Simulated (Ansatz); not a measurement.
# Ruthenium, simple cubic under LDA: structure, energy and stiffness, part 2 of 2

The plan for ruthenium in the simple cubic structure: relax it, solve it on a dense k-mesh, switch on spin-orbit coupling, then scale the cell to 7 volumes from 88 to 112 % of the relaxed one and try a fit of the equation of state. The k-meshes are 13×13×13 for the relaxation; 21×21×21 for the dense run; 13×13×13 for spin-orbit coupling; 14×14×14 for the volumes.

Ansatz 0.2.0; DFT, LDA (PW92), plane waves (420 eV) with PAW, scalar-relativistic.

### 5 Volume × 0.88

This is Ru in the simple cubic structure; at room conditions it is hcp.

Input file input.yaml:

```yaml
crystal:
  lattice:
    - [2.3614165702, 0.0, 0.0]
    - [0.0, 2.3614165702, 0.0]
    - [0.0, 0.0, 2.3614165702]
  atoms:
    - { symbol: Ru, position: [0.0, 0.0, 0.0] }
hamiltonian:
  xc: lda
  pseudopotentials:
    kind: paw
    azcp:
      Ru: "pseudopotentials/Ru.paw.azcp"
basis:
  ecutwfc: 420
  fft_grid_basis: typed
kpoints:
  mp_grid: { grid: [14, 14, 14], shift: [0, 0, 0] }
magnetization:
  spin_polarized: false
scf:
  occupations: { method: fermi_dirac, width: 0.1 }
  lower_state_search: "off"
output:
  stress: true
  write_density: true
  write_potential: true
  elf: true
  volumetric_format: npy
```

On the command line:

```sh
$ ansatz run input.yaml --threads 2 --pin off --max-ram 5120MiB --backend cpu --events-out ev --progress --plain --runs-dir out
```

What it wrote (excerpt; [...] marks lines left out):

```text
Warning: <dir> the record states the generating functional pbe (its physics header spells it `PBE`), which answers neither for hamiltonian.xc's functional nor for the lda family's — results may be inconsistent (PPs are generated against a specific XC)
Warning: RAYON_NUM_THREADS=2 ignored (pool sized by the plan → 2); use --threads N
[...]
Pseudopotentials: kind: paw
Pseudopotential: Ru, paw, valence charge 16, recommended cutoff 420 eV (normal), <dir>
Functional definition: SPW92
[...]
Crystal: 1 atoms, lattice volume = 13.168 Å³
Basis set: ecut = 420 eV, 251 PW (Γ)
Bands: 12, of which v1, the nominal top of the filled ones, is band 8 counted from 1 (7 counted from 0)
Symmetry: 48 space group operations
Space group: Pm-3m (ITA 221), of the structure as read, at distance tolerance 2.4e-5 Å
k-points: 120 of 2744
[...]
SCF iter   1: F=—  HF=-5756.868292 eV  |F-HF|=—  |Δ(HF+E_count)|=         —  Δρ=1.66e-2  dr2=2.09e-2  ethr=1.77e-3  ⟨swp⟩=5.0  Hψ=8077  notcnv=0
[...]
SCF iter   6: F=-5756.861429 eV  HF=-5756.861429 eV  |F-HF|=7.26e-10  |Δ(HF+E_count)|=   1.37e-8  Δρ=3.39e-6  dr2=8.49e-10  ethr=1.72e-10  ⟨swp⟩=5.0  Hψ=7886  notcnv=0
[...]
SCF converged after 6 iterations
Free energy (F): -5756.861429 eV
[...]
E sigma→0 (E₀):  -5756.841445 eV
Entropy (-TS):   -0.039968 eV (-39.968 meV/atom)
Fermi energy:    24.432591 eV
[...]
--- Stress (GPa, compression-positive) ---
       45.253574      -0.000000       0.000000
       -0.000000      45.253574       0.000000
        0.000000       0.000000      45.253574
  P = ⅓ Tr σ = 45.2536 GPa (452.536 kbar)
--- Band table (eV; the first three rows and the last of 120) ---
  k-point 0: bands = ["-48.9033", "-17.9597", "-17.9597", "-17.9597", "16.1497", "17.5822", "17.5822", "26.6204", "26.6204", "26.6204", "42.2424", "42.2424"]
[...]
```

It took 0.86 s on 2 threads of Arm Neoverse V2, shared host; peak memory 0.27 GiB.

Density in a lattice plane of the grid's cell (edges 2.36 and 2.36 Å, at 0.000 of the third edge), which holds Ru.

Ten even steps from '0' (0.25 e/Å³) to '9' (10.20 e/Å³):
```
999875431100000113457899
998765321100000112356789
877654321000000012345677
666543210000000001234566
444322100000000000122344
322211000000000000011222
111100000000000000000111
000000000000000000000000
000000000000000000000000
000000000000000000000000
000000000000000000000000
000000000000000000000000
111100000000000000000111
322211000000000000011222
444322100000000000122344
666543210000000001234566
877654321000000012345677
998765321100000112356789
999875431100000113457899
999876431100000113467899
```
Columns run along the first of these edges and rows up along the second, over one cell in 24 and 20 even steps from the bottom left corner. Atoms in the plane (fractional): Ru at (0.00, 0.00).

ELF in the same plane.

Values, 12 rows by 12 columns:
```
0.35 0.48 0.65 0.65 0.47 0.29 0.26 0.29 0.47 0.65 0.65 0.48
0.62 0.65 0.67 0.58 0.39 0.27 0.26 0.27 0.39 0.58 0.67 0.65
0.66 0.65 0.58 0.43 0.29 0.25 0.27 0.25 0.29 0.43 0.58 0.65
0.50 0.47 0.39 0.29 0.24 0.25 0.28 0.25 0.24 0.29 0.39 0.47
0.31 0.29 0.27 0.25 0.25 0.27 0.28 0.27 0.25 0.25 0.27 0.29
0.26 0.26 0.26 0.27 0.28 0.28 0.27 0.28 0.28 0.27 0.26 0.26
0.31 0.29 0.27 0.25 0.25 0.27 0.28 0.27 0.25 0.25 0.27 0.29
0.50 0.47 0.39 0.29 0.24 0.25 0.28 0.25 0.24 0.29 0.39 0.47
0.66 0.65 0.58 0.43 0.29 0.25 0.27 0.25 0.29 0.43 0.58 0.65
0.62 0.65 0.67 0.58 0.39 0.27 0.26 0.27 0.39 0.58 0.67 0.65
0.35 0.48 0.65 0.65 0.47 0.29 0.26 0.29 0.47 0.65 0.65 0.48
0.15 0.35 0.62 0.66 0.50 0.31 0.26 0.31 0.50 0.66 0.62 0.35
```
Columns run along the first of these edges and rows up along the second, over one cell in 12 and 12 even steps from the bottom left corner. Atoms in the plane (fractional): Ru at (0.00, 0.00).

Both are smooth fields of the valence electrons: close to the nuclei they are not physical.

### 6 Volume × 0.92

Edit input.yaml of step 5 so:

```diff
@@ -2,5 +2,5 @@
   lattice:
-    - [2.3614165702, 0.0, 0.0]
-    - [0.0, 2.3614165702, 0.0]
-    - [0.0, 0.0, 2.3614165702]
+    - [2.3966667906, 0.0, 0.0]
+    - [0.0, 2.3966667906, 0.0]
+    - [0.0, 0.0, 2.3966667906]
   atoms:
```

On the command line:

```sh
$ ansatz run input.yaml --threads 2 --pin off --max-ram 5120MiB --backend cpu --events-out ev --progress --plain --runs-dir out
```

What it wrote (excerpt; [...] marks lines left out):

```text
Warning: <dir> the record states the generating functional pbe (its physics header spells it `PBE`), which answers neither for hamiltonian.xc's functional nor for the lda family's — results may be inconsistent (PPs are generated against a specific XC)
Warning: RAYON_NUM_THREADS=2 ignored (pool sized by the plan → 2); use --threads N
[...]
[... 3 set-up lines as earlier in the session ...]
[...]
Crystal: 1 atoms, lattice volume = 13.766 Å³
Basis set: ecut = 420 eV, 257 PW (Γ)
Bands: 12, of which v1, the nominal top of the filled ones, is band 8 counted from 1 (7 counted from 0)
[... 2 set-up lines as earlier in the session ...]
k-points: 120 of 2744
[...]
SCF iter   1: F=—  HF=-5757.000321 eV  |F-HF|=—  |Δ(HF+E_count)|=         —  Δρ=1.53e-2  dr2=1.72e-2  ethr=1.77e-3  ⟨swp⟩=5.0  Hψ=8057  notcnv=0
[...]
SCF iter   6: F=-5756.994605 eV  HF=-5756.994605 eV  |F-HF|=4.87e-10  |Δ(HF+E_count)|=   1.02e-8  Δρ=2.76e-6  dr2=6.25e-10  ethr=1.50e-10  ⟨swp⟩=5.0  Hψ=7838  notcnv=0
[...]
SCF converged after 6 iterations
Free energy (F): -5756.994605 eV
[...]
E sigma→0 (E₀):  -5756.973138 eV
Entropy (-TS):   -0.042933 eV (-42.933 meV/atom)
Fermi energy:    23.119672 eV
[...]
--- Stress (GPa, compression-positive) ---
       26.745909      -0.000000       0.000000
        0.000000      26.745909       0.000000
       -0.000000       0.000000      26.745909
  P = ⅓ Tr σ = 26.7459 GPa (267.459 kbar)
--- Band table (eV; the first three rows and the last of 120) ---
  k-point 0: bands = ["-50.0660", "-19.2436", "-19.2436", "-19.2436", "15.1046", "16.6697", "16.6697", "25.1645", "25.1645", "25.1645", "40.5994", "40.5994"]
[...]
```

Run time: 1 s. Hardware: 2 threads of Arm Neoverse V2, shared host; peak memory 0.27 GiB.

### 7 Volume × 0.96

Edit input.yaml of step 6 so:

```diff
@@ -2,5 +2,5 @@
   lattice:
-    - [2.3966667906, 0.0, 0.0]
-    - [0.0, 2.3966667906, 0.0]
-    - [0.0, 0.0, 2.3966667906]
+    - [2.430909514, 0.0, 0.0]
+    - [0.0, 2.430909514, 0.0]
+    - [0.0, 0.0, 2.430909514]
   atoms:
@@ -25,5 +25 @@
   stress: true
-  write_density: true
-  write_potential: true
-  elf: true
-  volumetric_format: npy
```

On the command line:

```sh
$ ansatz run input.yaml --threads 2 --pin off --max-ram 5120MiB --backend cpu --events-out ev --progress --plain --runs-dir out
```

What it wrote (excerpt; [...] marks lines left out):

```text
Warning: <dir> the record states the generating functional pbe (its physics header spells it `PBE`), which answers neither for hamiltonian.xc's functional nor for the lda family's — results may be inconsistent (PPs are generated against a specific XC)
Warning: RAYON_NUM_THREADS=2 ignored (pool sized by the plan → 2); use --threads N
[...]
[... 3 set-up lines as earlier in the session ...]
[...]
Crystal: 1 atoms, lattice volume = 14.365 Å³
Basis set: ecut = 420 eV, 257 PW (Γ)
Bands: 12, of which v1, the nominal top of the filled ones, is band 8 counted from 1 (7 counted from 0)
[... 2 set-up lines as earlier in the session ...]
k-points: 120 of 2744
[...]
SCF iter   1: F=—  HF=-5757.070555 eV  |F-HF|=—  |Δ(HF+E_count)|=         —  Δρ=1.38e-2  dr2=1.41e-2  ethr=1.77e-3  ⟨swp⟩=5.0  Hψ=8070  notcnv=0
[...]
SCF iter   6: F=-5757.065910 eV  HF=-5757.065910 eV  |F-HF|=1.96e-10  |Δ(HF+E_count)|=   6.38e-9  Δρ=1.95e-6  dr2=3.08e-10  ethr=9.45e-11  ⟨swp⟩=1.9  Hψ=4439  notcnv=0
[...]
SCF converged after 6 iterations
Free energy (F): -5757.065910 eV
[...]
E sigma→0 (E₀):  -5757.042985 eV
Entropy (-TS):   -0.045849 eV (-45.849 meV/atom)
Fermi energy:    21.913561 eV
[...]
--- Stress (GPa, compression-positive) ---
       11.985065       0.000000       0.000000
        0.000000      11.985065       0.000000
        0.000000       0.000000      11.985065
  P = ⅓ Tr σ = 11.9851 GPa (119.851 kbar)
```

Wall time 0.74 s (2 threads of Arm Neoverse V2, shared host); peak memory 0.26 GiB.

### 8 Volume × 1.0

Edit input.yaml of step 7 so:

```diff
@@ -2,5 +2,5 @@
   lattice:
-    - [2.430909514, 0.0, 0.0]
-    - [0.0, 2.430909514, 0.0]
-    - [0.0, 0.0, 2.430909514]
+    - [2.4642137828, 0.0, 0.0]
+    - [0.0, 2.4642137828, 0.0]
+    - [0.0, 0.0, 2.4642137828]
   atoms:
@@ -25 +25,5 @@
   stress: true
+  write_density: true
+  write_potential: true
+  elf: true
+  volumetric_format: npy
```

On the command line:

```sh
$ ansatz run input.yaml --threads 2 --pin off --max-ram 5120MiB --backend cpu --events-out ev --progress --plain --runs-dir out
```

What it wrote (excerpt; [...] marks lines left out):

```text
Warning: <dir> the record states the generating functional pbe (its physics header spells it `PBE`), which answers neither for hamiltonian.xc's functional nor for the lda family's — results may be inconsistent (PPs are generated against a specific XC)
Warning: RAYON_NUM_THREADS=2 ignored (pool sized by the plan → 2); use --threads N
[...]
[... 3 set-up lines as earlier in the session ...]
[...]
Crystal: 1 atoms, lattice volume = 14.964 Å³
Basis set: ecut = 420 eV, 257 PW (Γ)
Bands: 12, of which v1, the nominal top of the filled ones, is band 8 counted from 1 (7 counted from 0)
[... 2 set-up lines as earlier in the session ...]
k-points: 120 of 2744
[...]
SCF iter   1: F=—  HF=-5757.091524 eV  |F-HF|=—  |Δ(HF+E_count)|=         —  Δρ=1.24e-2  dr2=1.13e-2  ethr=1.77e-3  ⟨swp⟩=5.0  Hψ=8128  notcnv=0
[...]
SCF iter   6: F=-5757.087851 eV  HF=-5757.087851 eV  |F-HF|=1.36e-11  |Δ(HF+E_count)|=   2.70e-9  Δρ=9.93e-7  dr2=6.18e-11  ethr=6.12e-11  ⟨swp⟩=4.4  Hψ=7247  notcnv=0
[...]
SCF converged after 6 iterations
Free energy (F): -5757.087851 eV
[...]
E sigma→0 (E₀):  -5757.063489 eV
Entropy (-TS):   -0.048724 eV (-48.724 meV/atom)
Fermi energy:    20.801882 eV
[...]
--- Stress (GPa, compression-positive) ---
        0.207441      -0.000000       0.000000
       -0.000000       0.207441       0.000000
        0.000000       0.000000       0.207441
  P = ⅓ Tr σ = 0.2074 GPa (2.074 kbar)
--- Band table (eV; the first three rows and the last of 120) ---
  k-point 0: bands = ["-52.1443", "-21.5095", "-21.5095", "-21.5095", "13.2892", "15.0468", "15.0468", "22.5985", "22.5985", "22.5985", "37.6692", "37.6692"]
[...]
```

Wall time 1 s (2 threads of Arm Neoverse V2, shared host); peak memory 0.27 GiB.

### 9 Volume × 1.04

Edit input.yaml of step 8 so:

```diff
@@ -2,5 +2,5 @@
   lattice:
-    - [2.4642137828, 0.0, 0.0]
-    - [0.0, 2.4642137828, 0.0]
-    - [0.0, 0.0, 2.4642137828]
+    - [2.4966413671, 0.0, 0.0]
+    - [0.0, 2.4966413671, 0.0]
+    - [0.0, 0.0, 2.4966413671]
   atoms:
@@ -25,5 +25 @@
   stress: true
-  write_density: true
-  write_potential: true
-  elf: true
-  volumetric_format: npy
```

On the command line:

```sh
$ ansatz run input.yaml --threads 2 --pin off --max-ram 5120MiB --backend cpu --events-out ev --progress --plain --runs-dir out
```

What it wrote (excerpt; [...] marks lines left out):

```text
Warning: <dir> the record states the generating functional pbe (its physics header spells it `PBE`), which answers neither for hamiltonian.xc's functional nor for the lda family's — results may be inconsistent (PPs are generated against a specific XC)
Warning: RAYON_NUM_THREADS=2 ignored (pool sized by the plan → 2); use --threads N
[...]
[... 3 set-up lines as earlier in the session ...]
[...]
Crystal: 1 atoms, lattice volume = 15.562 Å³
Basis set: ecut = 420 eV, 305 PW (Γ)
Bands: 12, of which v1, the nominal top of the filled ones, is band 8 counted from 1 (7 counted from 0)
[... 2 set-up lines as earlier in the session ...]
k-points: 120 of 2744
[...]
SCF iter   1: F=—  HF=-5757.073420 eV  |F-HF|=—  |Δ(HF+E_count)|=         —  Δρ=1.11e-2  dr2=9.19e-3  ethr=1.77e-3  ⟨swp⟩=5.0  Hψ=8128  notcnv=0
[...]
SCF iter   6: F=-5757.070419 eV  HF=-5757.070419 eV  |F-HF|=5.46e-12  |Δ(HF+E_count)|=  6.05e-10  Δρ=6.21e-7  dr2=2.73e-11  ethr=7.74e-12  ⟨swp⟩=1.6  Hψ=4217  notcnv=0
[...]
SCF converged after 6 iterations
Free energy (F): -5757.070419 eV
[...]
E sigma→0 (E₀):  -5757.044631 eV
Entropy (-TS):   -0.051576 eV (-51.576 meV/atom)
Fermi energy:    19.774203 eV
[...]
--- Stress (GPa, compression-positive) ---
       -9.182678      -0.000000       0.000000
        0.000000      -9.182678       0.000000
        0.000000       0.000000      -9.182678
  P = ⅓ Tr σ = -9.1827 GPa (-91.827 kbar)
```

It took 0.75 s on 2 threads of Arm Neoverse V2, shared host; peak memory 0.27 GiB.

### 10 Volume × 1.08

Edit input.yaml of step 9 so:

```diff
@@ -2,5 +2,5 @@
   lattice:
-    - [2.4966413671, 0.0, 0.0]
-    - [0.0, 2.4966413671, 0.0]
-    - [0.0, 0.0, 2.4966413671]
+    - [2.5282477777, 0.0, 0.0]
+    - [0.0, 2.5282477777, 0.0]
+    - [0.0, 0.0, 2.5282477777]
   atoms:
```

On the command line:

```sh
$ ansatz run input.yaml --threads 2 --pin off --max-ram 5120MiB --backend cpu --events-out ev --progress --plain --runs-dir out
```

What it wrote (excerpt; [...] marks lines left out):

```text
Warning: <dir> the record states the generating functional pbe (its physics header spells it `PBE`), which answers neither for hamiltonian.xc's functional nor for the lda family's — results may be inconsistent (PPs are generated against a specific XC)
Warning: RAYON_NUM_THREADS=2 ignored (pool sized by the plan → 2); use --threads N
[...]
[... 3 set-up lines as earlier in the session ...]
[...]
Crystal: 1 atoms, lattice volume = 16.161 Å³
Basis set: ecut = 420 eV, 305 PW (Γ)
Bands: 12, of which v1, the nominal top of the filled ones, is band 8 counted from 1 (7 counted from 0)
[... 2 set-up lines as earlier in the session ...]
k-points: 120 of 2744
[...]
SCF iter   1: F=—  HF=-5757.024022 eV  |F-HF|=—  |Δ(HF+E_count)|=         —  Δρ=1.00e-2  dr2=7.55e-3  ethr=1.77e-3  ⟨swp⟩=5.0  Hψ=8161  notcnv=0
[...]
SCF iter   6: F=-5757.021622 eV  HF=-5757.021622 eV  |F-HF|=6.37e-12  |Δ(HF+E_count)|=  5.64e-11  Δρ=5.77e-7  dr2=2.76e-11  ethr=1.28e-11  ⟨swp⟩=1.6  Hψ=4438  notcnv=0
[...]
SCF converged after 6 iterations
Free energy (F): -5757.021622 eV
[...]
E sigma→0 (E₀):  -5756.994407 eV
Entropy (-TS):   -0.054430 eV (-54.430 meV/atom)
Fermi energy:    18.821642 eV
[...]
--- Stress (GPa, compression-positive) ---
      -16.651364       0.000000      -0.000000
        0.000000     -16.651364       0.000000
        0.000000       0.000000     -16.651364
  P = ⅓ Tr σ = -16.6514 GPa (-166.514 kbar)
```

Run time: 0.76 s. Hardware: 2 threads of Arm Neoverse V2, shared host; peak memory 0.27 GiB.

### 11 Volume × 1.12

Edit input.yaml of step 10 so:

```diff
@@ -2,5 +2,5 @@
   lattice:
-    - [2.5282477777, 0.0, 0.0]
-    - [0.0, 2.5282477777, 0.0]
-    - [0.0, 0.0, 2.5282477777]
+    - [2.5590831066, 0.0, 0.0]
+    - [0.0, 2.5590831066, 0.0]
+    - [0.0, 0.0, 2.5590831066]
   atoms:
```

On the command line:

```sh
$ ansatz run input.yaml --threads 2 --pin off --max-ram 5120MiB --backend cpu --events-out ev --progress --plain --runs-dir out
```

What it wrote (excerpt; [...] marks lines left out):

```text
Warning: <dir> the record states the generating functional pbe (its physics header spells it `PBE`), which answers neither for hamiltonian.xc's functional nor for the lda family's — results may be inconsistent (PPs are generated against a specific XC)
Warning: RAYON_NUM_THREADS=2 ignored (pool sized by the plan → 2); use --threads N
[...]
[... 3 set-up lines as earlier in the session ...]
[...]
Crystal: 1 atoms, lattice volume = 16.759 Å³
Basis set: ecut = 420 eV, 341 PW (Γ)
Bands: 12, of which v1, the nominal top of the filled ones, is band 8 counted from 1 (7 counted from 0)
[... 1 set-up line as earlier in the session ...]
Space group: Pm-3m (ITA 221), of the structure as read, at distance tolerance 2.6e-5 Å
k-points: 120 of 2744
[...]
SCF iter   1: F=—  HF=-5756.949735 eV  |F-HF|=—  |Δ(HF+E_count)|=         —  Δρ=9.21e-3  dr2=6.50e-3  ethr=1.77e-3  ⟨swp⟩=5.0  Hψ=8178  notcnv=0
[...]
SCF iter   6: F=-5756.947929 eV  HF=-5756.947929 eV  |F-HF|=2.55e-11  |Δ(HF+E_count)|=   3.64e-9  Δρ=6.54e-7  dr2=2.56e-11  ethr=9.46e-11  ⟨swp⟩=2.0  Hψ=4865  notcnv=0
[...]
SCF converged after 6 iterations
Free energy (F): -5756.947929 eV
[...]
E sigma→0 (E₀):  -5756.919274 eV
Entropy (-TS):   -0.057309 eV (-57.309 meV/atom)
Fermi energy:    17.936557 eV
[...]
--- Stress (GPa, compression-positive) ---
      -22.565519      -0.000000       0.000000
        0.000000     -22.565519       0.000000
        0.000000      -0.000000     -22.565519
  P = ⅓ Tr σ = -22.5655 GPa (-225.655 kbar)
```

It took 0.77 s on 2 threads of Arm Neoverse V2, shared host; peak memory 0.27 GiB.

### 12 Fitting the volumes

All volumes keep the relaxed shape and fractional coordinates.

```csv
V (Å³/atom),E − E₀ (meV/atom),P from the stress (GPa),P from the fit (GPa)
13.168,222.0,45.25,44.92
13.766,90.3,26.75,26.34
14.365,20.5,11.99,11.58
14.964,0.0,0.21,-0.17
15.562,18.8,-9.18,-9.55
16.161,69.0,-16.65,-17.03
16.759,144.2,-22.57,-23.00
```

Fit (Birch-Murnaghan, third order): V₀ = 14.954 Å³/atom, B₀ = 263 GPa, B₀′ = 4.6, largest residual 0.05 meV/atom.

The fit is made to E(σ → 0), while the stress belongs to the free energy F; that is one source of the offset between the two pressures.

### 13 Outcome

This closing draws on all 2 parts.

| quantity | value |
| --- | --- |
| space group (spins left aside) | Pm-3m (No. 221) |
| conventional cell | a = 2.464 Å |
| volume | 14.964 Å³/atom |
| shortest distance | 2.464 Å |
| gap on the mesh | none (levels filled in part) |
| relative to hcp | +1230 meV/atom |
| V₀, B₀, B₀′ | 14.954 Å³/atom, 263 GPa, 4.6 |

In words: The relaxation enlarged the cell by 2.2 % in volume. Against the reference form of ruthenium (hcp, computed apart with the same settings) it stands 1230 meV/atom higher, so it is far from stable. No gap shows: it is a metal or semimetal at this level. Totals with and without spin-orbit coupling (-1.5 eV/atom apart) can't be read as binding, since the two-component data shift the zero of energy. The fitted modulus is 263 GPa. Relaxation kept the symmetry; phonons were not checked.
